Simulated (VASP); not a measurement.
# KCl (Sylvite) (Fm-3m) in VASP: settings compared

One crystal, KCl (Sylvite), is run at these levels: PBE, LDA; tasks: relaxation of the atoms, relaxation of cell and atoms.

Program: VASP 6.6.1. These are calculated values, not measurements. Logs are shortened: lines on timing, memory, paths and dates and some standing lists are left out, and cuts for length are marked.

**1. The crystal as given**

The structure is cubic, space group Fm-3m (No. 225). Conventional cell: a = 6.293 Å, b = 6.293 Å, c = 6.293 Å, α = 90.00°, β = 90.00°, γ = 90.00°. K (site symmetry m-3m) has 6 Cl at 3.15 Å as nearest neighbours. Cl (site symmetry m-3m) is surrounded by 6 K at 3.15 Å.

**2. Relaxation of the atoms, PBE (a relaxed cell with its volume scaled by 1.04)**

File INCAR:

```
PREC = Accurate
ENCUT = 300
EDIFF = 1E-7
ISMEAR = 0
SIGMA = 0.03
LREAL = False
LASPH = True
NELM = 80
ALGO = Fast
ISIF = 2
LWAVE = False
LCHARG = False
GGA = PE
IBRION = 2
NSW = 40
EDIFFG = -0.01
```

File KPOINTS:

```
regular mesh
0
Gamma
  4 4 4
```

File POSCAR:

```
KCl                                     
1.0
   -0.0000000000      3.2395736484      3.2395736484
    3.2395736484      0.0000000000      3.2395736484
    3.2395736484      3.2395736484     -0.0000000000
  K               Cl            
     1     1
Direct
     1.0000000000000000    1.0000000000000000    0.0000000000000000
     0.5000000000000000    0.5000000000000000    0.5000000000000000
```

Potentials or basis: VASP PAW PBE potentials, release 64 (K_pv, Cl).

Run with:

```sh
> cat potpaw_PBE.64/K_pv/POTCAR potpaw_PBE.64/Cl/POTCAR > POTCAR
> mpirun -np 1 vasp_std > vasp.out
```

OUTCAR:

```text
PREC = Accurate
   ENCUT = 300
   EDIFF = 1E-7
   ISMEAR = 0
   LREAL = False
   LASPH = True
   NELM = 80
   ISIF = 2
   GGA = PE
   IBRION = 2
   NSW = 40
   EDIFFG = -0.01

 ion  position               nearest neighbor table
   1  0.000  0.000  0.000-   2 3.24   2 3.24   2 3.24   2 3.24   2 3.24   2 3.24
   2  0.500  0.500  0.500-   1 3.24   1 3.24   1 3.24   1 3.24   1 3.24   1 3.24

  LATTYP: Found a face centered cubic cell.
 ALAT       =     6.4791472968

  Lattice vectors:

 A1 = (   0.0000000000,   3.2395736484,   3.2395736484)
 A2 = (   3.2395736484,   0.0000000000,   3.2395736484)
 A3 = (   3.2395736484,   3.2395736484,   0.0000000000)

Analysis of symmetry for initial positions (statically):
=====================================================================
 Subroutine PRICEL returns:
 Original cell was already a primitive cell.

 Routine SETGRP: Setting up the symmetry group for a
 face centered cubic supercell.

 Subroutine GETGRP returns: Found 48 space group operations
 (whereof 48 operations were pure point group operations)
 out of a pool of 48 trial point group operations.

The static configuration has the point symmetry O_h .

Analysis of symmetry for dynamics (positions and initial velocities):
=====================================================================
 Subroutine PRICEL returns:
 Original cell was already a primitive cell.

 Routine SETGRP: Setting up the symmetry group for a
 face centered cubic supercell.

 Subroutine GETGRP returns: Found 48 space group operations
 (whereof 48 operations were pure point group operations)
 out of a pool of 48 trial point group operations.

The dynamic configuration has the point symmetry O_h .

 Subroutine INISYM returns: Found 48 space group operations
 (whereof 48 operations are pure point group operations),
 and found     1 'primitive' translations

----------------------------------------------------------------------------------------

                                     Primitive cell

  volume of cell :      67.9976

  direct lattice vectors                    reciprocal lattice vectors
     0.000000000  3.239573648  3.239573648    -0.154341297  0.154341297  0.154341297
     3.239573648  0.000000000  3.239573648     0.154341297 -0.154341297  0.154341297
     3.239573648  3.239573648  0.000000000     0.154341297  0.154341297 -0.154341297

  length of vectors
[... 76 lines left out ...]
   NELECT =      14.0000    total number of electrons
   NUPDOWN=      -1.0000    fix difference up-down
   EMIN   =  10.00;   EMAX   =-10.00  energy-range for DOS
   EFERMI =   0.00;   METHOD = LEGACY
   ISMEAR =     0;   SIGMA  =   0.03  broadening in eV -4-tet -1-fermi 0-gaus
   EFERMI_NEDOS =   21; number of points for ismear=-14 and -15
   IALGO  =     68    algorithm
   IMIX   =      4    mixing-type and parameters
     AMIX     =   0.40;   BMIX     =  1.00
     AMIX_MAG =   1.60;   BMIX_MAG =  1.00
  volume/ion in A,a.u.               =      34.00       229.44
  Fermi-wavevector in a.u.,A,eV,Ry     =   0.966688  1.826775 12.714449  0.934486
  Thomas-Fermi vector in A             =   2.096511
   LORBIT       =      0    0 simple, 1 ext, 2 COOP (PROOUT), +10 PAW based schemes
   GGA     = PE    functional components
   LHFCALC =     F    Hartree Fock is set to
   AEXX    =    0.0000 exact exchange contribution
   IVDW    =     0    specifies the selected vdW correction
   LEPSILON=     F    determine dielectric tensor
   LRPA    =     F    only Hartree local field effects (RPA)
 conjugate gradient relaxation of ions
 non-spin polarized calculation
 RMM-DIIS sequential band-by-band and
 Gauss-broadening in eV      SIGMA  =   0.03
  energy-cutoff  :      300.00
  volume of cell :       68.00
 maximum number of plane-waves:       821
 NGX is ok and might be reduce to    28
   NGX = 13   NGY = 13   NGZ = 13

 number of electron      13.9999997 magnetization

 Free energy of the ion-electron system (eV)
  ---------------------------------------------------
  ext. energy  EPLUGINS =         0.00000000
  ---------------------------------------------------
  free energy    TOTEN  =        -6.76367718 eV

  energy without entropy =       -6.76367718  energy(sigma->0) =       -6.76367718

 E-fermi :  -3.1582     XC(G=0):  -7.1586

 val. band max:       -3.3258372423   @ k =   0.0000   0.0000   0.0000
 cond. band min:       1.5639397943   @ k =   0.0000   0.0000   0.0000
 fundamental gap:      4.8897770366
 Fermi energy:        -3.1582017606

 k-point     1 :       0.0000    0.0000    0.0000
  band No.  band energies     occupation
      1     -15.3664      2.00000
      2     -14.1953      2.00000
      3     -14.1953      2.00000
      4     -14.1953      2.00000
      5      -3.3258      2.00000
      6      -3.3258      2.00000
      7      -3.3258      2.00000
      8       1.5639      0.00000
      9       4.9996      0.00000
     10       4.9996      0.00000
     11       4.9996      0.00000
[... 85 lines left out ...]
 k-point     8 :      -0.2500    0.5000    0.2500
  band No.  band energies     occupation
      1     -15.3586      2.00000
      2     -14.2649      2.00000
      3     -14.2649      2.00000
      4     -14.1219      2.00000
      5      -3.7546      2.00000
      6      -3.7546      2.00000
      7      -3.7373      2.00000
      8       4.5753      0.00000
      9       4.5753      0.00000
     10       5.7312      0.00000
     11       6.1833      0.00000

------------------------ aborting loop because EDIFF is reached ----------------------------------------

  FORCE on cell =-STRESS in cart. coord.  units (eV):
  Direction    XX          YY          ZZ          XY          YZ          ZX
  --------------------------------------------------------------------------------------
  -------------------------------------------------------------------------------------
  Total       -0.2442310     -0.2442310     -0.2442310      0.0000000      0.0000000      0.0000000
  in kB       -5.7546343     -5.7546343     -5.7546343      0.0000000      0.0000000      0.0000000
  external PRESSURE =      -5.7546343 kB  Pullay stress =       0.0000000 kB

 VOLUME and BASIS-vectors are now :
 -----------------------------------------------------------------------------
  energy-cutoff  :      300.00
  volume of cell :       68.00
      direct lattice vectors                 reciprocal lattice vectors
     0.000000000  3.239573648  3.239573648    -0.154341297  0.154341297  0.154341297
     3.239573648  0.000000000  3.239573648     0.154341297 -0.154341297  0.154341297
     3.239573648  3.239573648  0.000000000     0.154341297  0.154341297 -0.154341297

 POSITION                                       TOTAL-FORCE (eV/Angst)
 -----------------------------------------------------------------------------------
      0.00000      0.00000      0.00000        -0.000000     -0.000000     -0.000000
      3.23957      3.23957      3.23957         0.000000      0.000000      0.000000
 -----------------------------------------------------------------------------------
    total drift:                                0.000000      0.000000      0.000000

  FREE ENERGIE OF THE ION-ELECTRON SYSTEM (eV)
  ---------------------------------------------------
  free  energy   TOTEN  =        -6.7636771786 eV

  energy  without entropy=       -6.7636771786  energy(sigma->0) =       -6.76367718

 reached required accuracy - stopping structural energy minimisation
```

CONTCAR:

```text
KCl
   1.00000000000000
     0.0000000000000000    3.2395736483999999    3.2395736483999999
     3.2395736483999999    0.0000000000000000    3.2395736483999999
     3.2395736483999999    3.2395736483999999    0.0000000000000000
  K               Cl
     1     1
Direct
     0.0000000000000000    0.0000000000000000    0.0000000000000000
     0.5000000000000000    0.5000000000000000    0.5000000000000000

  0.00000000E+00  0.00000000E+00  0.00000000E+00
  0.00000000E+00  0.00000000E+00  0.00000000E+00
```

Wall time 6.3 s (1 thread of AMD EPYC 7R43 (Zen 3), shared host); peak memory 0.11 GiB.

Results:

| Item | Value |
| --- | --- |
| Free energy | -6.7637 eV |
| Pressure after relaxing | -0.6 GPa |
| Band gap on the k mesh | 4.89 eV, direct |

Final structure:
```xyz
2
Lattice="0.0000 3.2396 3.2396 3.2396 0.0000 3.2396 3.2396 3.2396 0.0000" Properties=species:S:1:pos:R:3 pbc="T T T"
K     0.0000    0.0000    0.0000
Cl    3.2396    3.2396    3.2396
```

Caveat: the cutoff is under 1.25 times the usual one of these potentials, so pressure, stress and relaxed cells hold a basis-set (Pulay) error; the relaxation stopped at its first step, so nothing moved.

(Part 1 of 2 ends here.)
